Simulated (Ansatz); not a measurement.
## BN (P6_3/mmc), frozen normal mode

The calculation used Ansatz 0.2.0, DFT LDA, scalar-relativistic, plane waves, PAW. The runs took a 420 eV cutoff, a Γ-centred 12×12×4 mesh and Gaussian smearing (0.05 eV). No spin polarisation. Energies are free energies at this smearing, counted from the undisturbed cell; pressure is positive in compression.

Zero of the scan (as given, not relaxed at this level; it stands at -4.6 GPa):

```
B N
1.0
     2.50399    0.00000    0.00000
    -1.25200    2.16852    0.00000
     0.00000    0.00000    6.66120
B N
2 2
Cartesian
  0.0000 1.4457 1.6653
  1.2520 0.7228 4.9959
  0.0000 1.4457 4.9959
  1.2520 0.7228 1.6653
```

The cell holds layers and no dispersion correction was added, so their binding is poorly described.

A zone-centre mode of this cell is frozen in: each atom moves by x times its row below, so x is the largest displacement.
```
atom ux uy uz
  B1   0.707   0.707  0.000
  B2  -0.707  -0.707  0.000
  N3  -0.706  -0.706  0.000
  N4   0.706   0.706  0.000
```

```csv
x (Å),ΔE (meV/cell),force along the mode (eV/Å),pressure (GPa),gap on the mesh (eV)
-0.1200,2.2,0.03,-4.6,3.66
-0.0900,1.3,0.03,-4.6,3.76
-0.0600,0.6,0.02,-4.6,3.86
-0.0300,0.2,0.01,-4.6,3.98
0.0000,0.0,0.00,-4.6,4.10
0.0300,0.2,-0.01,-4.6,4.01
0.0600,0.7,-0.02,-4.6,3.92
0.0900,1.5,-0.04,-4.6,3.83
0.1050,2.1,-0.04,-4.6,3.79
0.1200,2.8,-0.05,-4.6,3.75
```